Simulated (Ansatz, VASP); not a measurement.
## One calculation of Ag, two programs

The input INCAR:

```
SYSTEM = Ag
PREC = Accurate ; ENCUT = 600
EDIFF = 1E-7 ; ISMEAR = 0
SIGMA = 0.1 ; LREAL = .False.
LASPH = .True. ; NELM = 60
ALGO = Normal ; ISIF = 3
LWAVE = .False. ; LCHARG = .False.
GGA = PE ; IBRION = 2
NSW = 90 ; EDIFFG = -0.04
```

File KPOINTS:

```
regular mesh
0
Gamma
  6 6 6
  0 0 0
```

Contents of POSCAR:

```
Ag
1.0
    0.0000000000      3.1383736300      3.1383736300
    3.1383736300      0.0000000000      3.1383736300
    3.1383736300      3.1383736300      0.0000000000
Ag
3
Direct
    0.2500000000      0.2500000000      0.2500000000
    0.7500000000      0.7500000000      0.7500000000
    0.0000000000      0.0000000000      0.0000000000
```

Input for Ansatz:

```yaml
crystal:
  lattice:
    - [0.0, 3.13837363, 3.13837363]
    - [3.13837363, 0.0, 3.13837363]
    - [3.13837363, 3.13837363, 0.0]
  atoms:
    - { symbol: Ag, position: [0.25, 0.25, 0.25] }
    - { symbol: Ag, position: [0.75, 0.75, 0.75] }
    - { symbol: Ag, position: [0.0, 0.0, 0.0] }
basis:
  ecutwfc: 420
kpoints:
  mp_grid: { grid: [6, 6, 6] }
hamiltonian:
  xc: pbe
scf:
  occupations: { method: gaussian, width: 0.1 }
  lower_state_search: "off"
output:
  forces: true
  stress: true
  eigenvalues: true
relax:
  adjacent_minimum: "off"
  f_tol: 0.04
  max_steps: 70
  cell: { stress_tol: 0.4 }
```

Alike in both runs: task relaxation of cell and atoms; functional PBE; k mesh 6 × 6 × 6; occupations gaussian, width 0.1 eV; no spin polarisation.

```csv
,VASP,Ansatz
version,VASP 6.6.1,Ansatz 0.2.0
potentials or method,"VASP PAW PBE potentials, release 64 (Ag)","scalar-relativistic, plane waves, PAW"
plane-wave cutoff (eV),600,420
valence electrons in the cell,33,57
```

Ansatz gave:

```
gap on the k mesh at the Fermi level, each at its own relaxed structure (eV) : none
relaxed volume (Å³/atom)                                                     : 21.77
relaxed cell length with the largest relative difference (Å)                 : 4.521
energy change over the relaxation (meV/atom)                                 : -12
```

Task: What did VASP give for the same quantities?

Result: gap on the k mesh at the Fermi level, each at its own relaxed structure (eV): none; relaxed volume (Å³/atom): 21.67; relaxed cell length with the largest relative difference (Å): 4.513; energy change over the relaxation (meV/atom): -11.

A gap of «none» marks a metal or a gap that the smearing closes. The two sets of potentials don't hold the same shells in valence.
